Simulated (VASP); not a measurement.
# SiC (Moissanite 3C) (F-43m) in VASP: notebook

One crystal, SiC (Moissanite 3C), is run at these levels: PBEsol+D3(BJ), RPBE; tasks: relaxation of cell and atoms, single point.

Everything below comes from runs of VASP 6.6.1. Logs are shortened: lines on timing, memory, paths and dates and some standing lists are left out, and cuts for length are marked.

**What was measured.**

From “Insight into the structural, elastic and electronic properties of a new orthorhombic 6O-SiC polytype”, 2020, pmc:7200658, for a bulk crystal of SiC: band gap 2.4 eV (indirect).

How close the calculation comes is told below.

**1. The structure**

It takes space group F-43m (No. 216, cubic). Conventional cell: a = 4.358 Å, b = 4.358 Å, c = 4.358 Å, α = 90.00°, β = 90.00°, γ = 90.00°. Around Si (site symmetry -43m) lie 4 C at 1.89 Å. C (site symmetry -43m) has 4 Si at 1.89 Å as nearest neighbours.

**2. Relaxation of cell and atoms, PBEsol+D3(BJ)**

File INCAR:

```
SYSTEM = SiC
PREC = Accurate ; ENCUT = 600
EDIFF = 1E-6 ; ISMEAR = -1
SIGMA = 0.05 ; LREAL = .FALSE.
LASPH = .TRUE. ; NELM = 100
ALGO = Normal ; ISIF = 3
LWAVE = .FALSE. ; LCHARG = .FALSE.
GGA = PS ; IVDW = 12
IBRION = 2 ; NSW = 40
EDIFFG = -0.005
```

File KPOINTS:

```
regular mesh
0
G
  10 10 10
  0 0 0
```

File POSCAR:

```
SiC
1.0
    0.0000000000      2.1790000000      2.1790000000
    2.1790000000      0.0000000000      2.1790000000
    2.1790000000      2.1790000000      0.0000000000
Si C
1 1
Direct
    0.0000000000      0.0000000000      0.0000000000
    0.7500000000      0.7500000000      0.7500000000
```

Potentials or basis: VASP PAW PBE potentials, release 64 (Si, C).

Run with:

```
$ cat potpaw_PBE.64/Si/POTCAR potpaw_PBE.64/C/POTCAR > POTCAR
$ mpirun -np 1 vasp_std > vasp.out
```

OUTCAR:

```text
SYSTEM = SiC
   PREC = Accurate
   ENCUT = 600
   EDIFF = 1E-6
   ISMEAR = -1
   LREAL = .FALSE.
   LASPH = .TRUE.
   NELM = 100
   ISIF = 3
   GGA = PS
   IVDW = 12
   IBRION = 2
   NSW = 40
   EDIFFG = -0.005
 IVDW          = 12

 ion  position               nearest neighbor table
   1  0.000  0.000  0.000-   2 1.89   2 1.89   2 1.89   2 1.89
   2  0.750  0.750  0.750-   1 1.89   1 1.89   1 1.89   1 1.89

  LATTYP: Found a face centered cubic cell.
 ALAT       =     4.3580000000

  Lattice vectors:

 A1 = (   0.0000000000,   2.1790000000,   2.1790000000)
 A2 = (   2.1790000000,   0.0000000000,   2.1790000000)
 A3 = (   2.1790000000,   2.1790000000,   0.0000000000)

Analysis of symmetry for initial positions (statically):
=====================================================================
 Subroutine PRICEL returns:
 Original cell was already a primitive cell.

 Routine SETGRP: Setting up the symmetry group for a
 face centered cubic supercell.

 Subroutine GETGRP returns: Found 24 space group operations
 (whereof 24 operations were pure point group operations)
 out of a pool of 48 trial point group operations.

The static configuration has the point symmetry T_d .

Analysis of symmetry for dynamics (positions and initial velocities):
=====================================================================
 Subroutine PRICEL returns:
 Original cell was already a primitive cell.

 Routine SETGRP: Setting up the symmetry group for a
 face centered cubic supercell.

 Subroutine GETGRP returns: Found 24 space group operations
 (whereof 24 operations were pure point group operations)
 out of a pool of 48 trial point group operations.

The dynamic configuration has the point symmetry T_d .

 Subroutine INISYM returns: Found 24 space group operations
 (whereof 24 operations are pure point group operations),
 and found     1 'primitive' translations

----------------------------------------------------------------------------------------

                                     Primitive cell

  volume of cell :      20.6920

  direct lattice vectors                    reciprocal lattice vectors
     0.000000000  2.179000000  2.179000000    -0.229463056  0.229463056  0.229463056
     2.179000000  0.000000000  2.179000000     0.229463056 -0.229463056  0.229463056
     2.179000000  2.179000000  0.000000000     0.229463056  0.229463056 -0.229463056

  length of vectors
     3.081571352  3.081571352  3.081571352     0.397441672  0.397441672  0.397441672

  position of ions in fractional coordinates (direct lattice)
[... 71 lines left out ...]
   ISTART =      0    job   : 0-new  1-cont  2-samecut
   ICHARG =      2    charge: 1-file 2-atom 10-const
   ISPIN  =      1    spin polarized calculation?
   LNONCOLLINEAR =      F non collinear calculations
   LSORBIT =      F    spin-orbit coupling
   LASPH  =      T    aspherical Exc in radial PAW
   ENCUT  =  600.0 eV  44.10 Ry    6.64 a.u.   6.15  6.15  6.15*2*pi/ulx,y,z
   NELM   =    100;   NELMIN=  2; NELMDL= -5     # of ELM steps
   EDIFF  = 0.1E-05   stopping-criterion for ELM
   LREAL  =      F    real-space projection
   EDIFFG = -.5E-02   stopping-criterion for IOM
   NSW    =     40    number of steps for IOM
   IBRION =      2    ionic relax: 0-MD 1-quasi-New 2-CG
   NFREE  =      1    steps in history (QN), initial steepest desc. (CG)
   ISIF   =      3    stress and relaxation
   ISYM   =      2    0-nonsym 1-usesym 2-fastsym
   POTIM  = 0.5000    time-step for ionic-motion
   TEBEG  =    0.0;   TEEND  =   0.0 temperature during run
   PSTRESS=    0.0 pullay stress
   NELECT =       8.0000    total number of electrons
   NUPDOWN=      -1.0000    fix difference up-down
   EMIN   =  10.00;   EMAX   =-10.00  energy-range for DOS
   EFERMI =   0.00;   METHOD = LEGACY
   ISMEAR =    -1;   SIGMA  =   0.05  broadening in eV -4-tet -1-fermi 0-gaus
   EFERMI_NEDOS =   21; number of points for ismear=-14 and -15
   IALGO  =     38    algorithm
   IMIX   =      4    mixing-type and parameters
     AMIX     =   0.40;   BMIX     =  1.00
     AMIX_MAG =   1.60;   BMIX_MAG =  1.00
  volume/ion in A,a.u.               =      10.35        69.82
  Fermi-wavevector in a.u.,A,eV,Ry     =   1.192626  2.253736 19.352338  1.422357
  Thomas-Fermi vector in A             =   2.328660
   LORBIT       =      0    0 simple, 1 ext, 2 COOP (PROOUT), +10 PAW based schemes
   GGA     = PS    functional components
   LHFCALC =     F    Hartree Fock is set to
   AEXX    =    0.0000 exact exchange contribution
   IVDW    =    12    specifies the selected vdW correction
   LEPSILON=     F    determine dielectric tensor
   LRPA    =     F    only Hartree local field effects (RPA)
 conjugate gradient relaxation of ions
 non-spin polarized calculation
  energy-cutoff  :      600.00
  volume of cell :       20.69
 maximum number of plane-waves:       701
 NGX is ok and might be reduce to    28
   NGX = 13   NGY = 13   NGZ = 13

--------------------------------------- Ionic step        1  -------------------------------------------

 number of electron       8.0000000 magnetization

 Free energy of the ion-electron system (eV)
  ---------------------------------------------------
  ext. energy  EPLUGINS =         0.00000000
  ---------------------------------------------------
  free energy    TOTEN  =       -15.91610821 eV

  energy without entropy =      -15.91610815  energy(sigma->0) =      -15.91610818

------------------------ aborting loop because EDIFF is reached ----------------------------------------

 Edisp (eV)   -0.48353

 E8    (eV) :    -0.2872
[... 71 lines left out ...]
--------------------------------------- Ionic step        3  -------------------------------------------

 number of electron       8.0000000 magnetization

 Free energy of the ion-electron system (eV)
  ---------------------------------------------------
  ext. energy  EPLUGINS =         0.00000000
  ---------------------------------------------------
  free energy    TOTEN  =       -15.91184006 eV

  energy without entropy =      -15.91184000  energy(sigma->0) =      -15.91184003

 E-fermi :   8.8778     XC(G=0): -11.5784

 val. band max:        8.2485211711   @ k =   0.0000   0.0000   0.0000
 cond. band min:       9.4670575962   @ k =   0.5000   0.5000   0.0000
 fundamental gap:      1.2185364251
 Fermi energy:         8.8777681860

 k-point     1 :       0.0000    0.0000    0.0000
  band No.  band energies     occupation
      1      -7.3104      2.00000
      2       8.2485      1.99999
      3       8.2485      1.99999
      4       8.2485      1.99999
      5      14.6339      0.00000
      6      15.6100      0.00000
      7      15.6100      0.00000
      8      15.6100      0.00000
[... 243 lines left out ...]
 k-point    24 :       0.4000    0.3000    0.0000
  band No.  band energies     occupation
      1      -4.1054      2.00000
      2       2.6429      2.00000
      3       5.0305      2.00000
      4       5.5756      2.00000
      5      11.0180      0.00000
      6      13.8312      0.00000
      7      19.9858      0.00000
      8      20.2728      0.00000

 [... further k-points ...]

------------------------ aborting loop because EDIFF is reached ----------------------------------------

 Edisp (eV)   -0.49197

 E8    (eV) :    -0.2923
[... 25 lines left out ...]
  FREE ENERGIE OF THE ION-ELECTRON SYSTEM (eV)
  ---------------------------------------------------
  free  energy   TOTEN  =       -16.4038130855 eV

  energy  without entropy=      -16.4038130229  energy(sigma->0) =      -16.40381305

 reached required accuracy - stopping structural energy minimisation
```

OSZICAR:

```text
N       E                     dE             d eps       ncg     rms          rms(c)
DAV:   1     0.614667831053E+01    0.61467E+01   -0.43973E+03   760   0.950E+02
DAV:   2    -0.172942804344E+02   -0.23441E+02   -0.22389E+02  1080   0.115E+02
DAV:   3    -0.177115266511E+02   -0.41725E+00   -0.41725E+00   864   0.191E+01
DAV:   4    -0.177128865917E+02   -0.13599E-02   -0.13599E-02  1152   0.117E+00
[... 19 lines left out ...]
DAV:   2    -0.159122483089E+02    0.16327E-02   -0.40922E-03   904   0.426E-01    0.169E-01
DAV:   3    -0.159119005755E+02    0.34773E-03   -0.57404E-04   968   0.169E-01    0.424E-02
DAV:   4    -0.159118429871E+02    0.57588E-04   -0.80240E-05   840   0.548E-02    0.185E-02
DAV:   5    -0.159118406929E+02    0.22942E-05   -0.21400E-06   976   0.119E-02    0.113E-02
DAV:   6    -0.159118400600E+02    0.63289E-06   -0.12051E-07   440   0.306E-03
   3 F= -.16403813E+02 E0= -.16403813E+02  d E =-.417490E-02
```

It took 20 s on 1 thread of Intel Xeon Platinum 8375C at 2.90GHz (Ice Lake), shared host; peak memory 0.16 GiB.

Results:

```yaml
Free_energy: -16.4038 eV
Relaxed_volume: 10.17 Å³/atom
Relaxed_cell: a = 3.064 Å, b = 3.064 Å, c = 3.064 Å, α = 60.00°, β = 60.00°, γ = 60.00°
Space_group_after_relaxing_to_0.05_Å: F-43m (No. 216)
Energy_gained_by_relaxing: 2.1 meV/atom
Ionic_steps: 3
Pressure_after_relaxing: 0.0 GPa
Band_gap_on_the_k_mesh: 1.22 eV, indirect (least direct gap 4.46 eV)
Dispersion_energy_per_atom: -0.246 eV
```

The path:
```csv
step,energy change (eV),largest force (eV/Å),pressure (GPa),volume (Å³)
1,0.0000,0.0000,-3.75,20.69
2,0.0007,0.0000,4.31,19.97
3,-0.0042,0.0000,0.00,20.34
```

Final structure:
```
CELL_PARAMETERS angstrom
0.00000 2.16665 2.16665
2.16665 0.00000 2.16665
2.16665 2.16665 0.00000
ATOMIC_POSITIONS crystal
Si 0.00000 0.00000 0.00000
C 0.75000 0.75000 0.75000
```

Caveat: the PAW data sets were made with another functional, which shifts forces and pressure a little. A k mesh can miss the band edges.

**3. Single point, RPBE**

File INCAR:

```
  ALGO = Normal
  EDIFF = 1E-6
  ENCUT = 500
  GGA = RP
  ISIF = 2
  ISMEAR = 0
  LASPH = True
  LCHARG = False
  LREAL = False
  LWAVE = False
  NBANDS = 11
  NELM = 60
  PREC = Accurate
  SIGMA = 0.02
```

File KPOINTS:

```
k-points
0
Gamma
  10 10 10
```

POSCAR: that of step 2 with these lines changed.

```diff
@@ -7,4 +7,4 @@
 1 1
-Direct
+Cartesian
     0.0000000000      0.0000000000      0.0000000000
-    0.7500000000      0.7500000000      0.7500000000
+    3.2685000000      3.2685000000      3.2685000000
```

Potentials or basis: VASP PAW PBE potentials, release 64 (Si, C).

Run with:

```
$ cat potpaw_PBE.64/Si/POTCAR potpaw_PBE.64/C/POTCAR > POTCAR
$ mpirun -np 1 vasp_std > vasp.out
```

Run time: 12 s. Hardware: 1 thread of Intel Xeon Platinum 8375C at 2.90GHz (Ice Lake), shared host; peak memory 0.13 GiB.

The run converged. Its results:

```yaml
Free_energy: -14.3140 eV
Pressure: 6.0 GPa
Band_gap_on_the_k_mesh: 1.36 eV, indirect (least direct gap 4.54 eV)
```

Levels at points of the mesh, in eV from the valence-band top:
```tsv
k point	band 1	band 2	band 3	band 4	band 5	band 6	band 7	band 8	band 9
(0.00, 0.00, 0.00)	-15.42	0.00	0.00	0.00	6.25	7.36	7.36	7.36	14.45
(0.50, 0.00, 0.00)	-11.87	-8.51	-1.04	-1.04	5.48	7.25	7.25	10.11	16.34
(0.50, 0.50, 0.00)	-10.44	-7.77	-3.17	-3.17	1.36	4.38	14.11	14.11	14.92
```

Caveat: the PAW data sets were made with another functional, which shifts forces and pressure a little.

**4. Single point, RPBE**

File run.py:

```python
from ase.calculators.vasp import Vasp
from ase.dft.bandgap import bandgap
from ase.io import read

atoms = read('POSCAR')
calc = Vasp(
    directory='calc',
    xc='rpbe',
    pp='PBE',
    setups='minimal',
    prec='Accurate',
    encut=500,
    ediff=1e-06,
    ismear=0,
    sigma=0.02,
    lreal=False,
    lasph=True,
    nelm=100,
    algo='Normal',
    isif=2,
    lwave=False,
    lcharg=False,
    kpts=[10, 10, 10],
    gamma=True,
)
atoms.calc = calc

print('energy (eV):', atoms.get_potential_energy())
print('free energy (eV):', atoms.get_potential_energy(force_consistent=True))
print('forces (eV/A):')
print(atoms.get_forces())
print('stress (eV/A^3, Voigt):', atoms.get_stress())
print('Fermi level (eV):', calc.get_fermi_level())
gap, top, bottom = bandgap(calc)
print('band gap (eV):', gap, 'from (spin, k, band)', top, 'to', bottom)
```

POSCAR: that of step 3 with these lines changed.

```diff
@@ -7,4 +7,4 @@
 1 1
-Cartesian
+Direct
     0.0000000000      0.0000000000      0.0000000000
-    3.2685000000      3.2685000000      3.2685000000
+    0.7500000000      0.7500000000      0.7500000000
```

Run with:

```
$ python run.py
```

It took 15 s on 1 thread of Intel Xeon Platinum 8375C at 2.90GHz (Ice Lake), shared host; peak memory 0.13 GiB.

It converged, with:

- Free energy: -14.3140 eV
- Pressure: 6.0 GPa
- Band gap on the k mesh: 1.36 eV, indirect (least direct gap 4.54 eV)

Levels at points of the mesh, in eV from the valence-band top:
```
           k point  band 1  band 2  band 3  band 4  band 5  band 6  band 7  band 8
(0.00, 0.00, 0.00)  -15.42    0.00    0.00    0.00    6.25    7.36    7.36    7.36
(0.50, 0.00, 0.00)  -11.87   -8.51   -1.04   -1.04    5.48    7.25    7.25   10.11
(0.50, 0.50, 0.00)  -10.44   -7.77   -3.17   -3.17    1.36    4.38   14.11   14.11
```

Caveat: the PAW data sets were made with another functional, which shifts forces and pressure a little.

**5. For comparison**

An earlier run on the cell as given: functional PBE; potentials or basis VASP PAW PBE potentials, release 64 (Si, C); cutoff 520 eV; k mesh 10 × 10 × 10; occupations fermi-dirac, width 0.05 eV; no spin polarisation.

* Pressure: 3.2 GPa
* Band gap on the k mesh: 1.36 eV, indirect (least direct gap 4.54 eV)

**6. The runs side by side**

```tsv
task	level	cell	cutoff (eV)	smearing	gap on the mesh (eV)	pressure (GPa)
relaxation of cell and atoms	PBEsol+D3(BJ)	relaxed	600	fermi-dirac 0.05 eV	1.22	0.0
single point	RPBE	as given	500	gaussian 0.02 eV	1.36	6.0
single point	PBE	as given	520	fermi-dirac 0.05 eV	1.36	3.2
```

Alike in all rows: potentials or basis VASP PAW PBE potentials, release 64 (Si, C); no spin polarisation; k mesh 10 × 10 × 10.

Caveats: the PAW data sets were made with another functional, which shifts forces and pressure a little (some runs).

Absolute energies hang on the potentials; compare differences alone.

**7. Against experiment**

Step 3. Against the measured gap of SiC, 2.4 eV (indirect; quoted in “Insight into the structural, elastic and electronic properties of a new orthorhombic 6O-SiC polytype”, 2020, pmc:7200658), the calculated 1.36 eV is off by -1.04 eV. The value is that of RPBE on a finite k mesh, which can miss the band edges, without temperature or zero-point motion. Semilocal functionals fall short of measured gaps as a rule.

Step 4. Measured gap of SiC: 2.4 eV (indirect; quoted in “Insight into the structural, elastic and electronic properties of a new orthorhombic 6O-SiC polytype”, 2020, pmc:7200658). This calculation gives 1.36 eV (-1.04 eV). The value is that of RPBE on a finite k mesh, which can miss the band edges, without temperature or zero-point motion. Semilocal functionals fall short of measured gaps as a rule.
